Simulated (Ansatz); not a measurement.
## MoSe2 under strain

Computed with Ansatz, DFT PBE, scalar-relativistic, plane waves, PAW. (420 eV cutoff, 12×12×2 k-mesh, Gaussian smearing of 0.02 eV, no spin polarisation)

The relaxed crystal:

```
CELL_PARAMETERS angstrom
3.32093 0.00000 0.00000
-1.66046 2.87601 0.00000
0.00000 0.00000 14.82696
ATOMIC_POSITIONS crystal
Mo 0.66667 0.33333 0.75000
Mo 0.33333 0.66667 0.25000
Se 0.33333 0.66667 0.86255
Se 0.66667 0.33333 0.36255
Se 0.33333 0.66667 0.63745
Se 0.66667 0.33333 0.13745
```

Deformation: biaxial strain in the a-b plane, with the length and tilt of c and the atoms relaxed, all within the symmetry that the strain leaves. Energies are extrapolated to zero smearing. Gaps are Kohn–Sham gaps over the whole zone.

| strain (%) | ΔE (meV/atom) | a (Å) | b (Å) | c (Å) | gap (eV) |
| --- | --- | --- | --- | --- | --- |
| -4.5 | 58.9 | 3.171 | 3.171 | 15.693 | 1.17 |
| -3.0 | 25.2 | 3.221 | 3.221 | 15.515 | 1.26 |
| -1.5 | 6.0 | 3.271 | 3.271 | 15.334 | 1.34 |
| +0.0 | 0.0 | 3.321 | 3.321 | 14.827 | 1.38 |
| +1.5 | 5.8 | 3.371 | 3.371 | 14.950 | 1.15 |
| +3.0 | 22.7 | 3.421 | 3.421 | 14.757 | 0.86 |
| +4.5 | 49.5 | 3.470 | 3.470 | 14.571 | 0.61 |

(1) What stiffness (1/V) d²E/dε² at zero strain does a cubic fit over all points give?

(2) How does the free axis c answer a small strain?

(3) How fast does the gap move with strain on either side?

## Answers

(1) A cubic fit gives (1/V) d²E/dε² = 364 GPa at zero strain (twice the biaxial modulus).

(2) Between the innermost points its strain is -0.86 times the applied one.

(3) 29 meV per percent on the compressed side and -159 meV per percent on the stretched side; it is indirect at -1.5 %, indirect at zero and indirect at +1.5 %.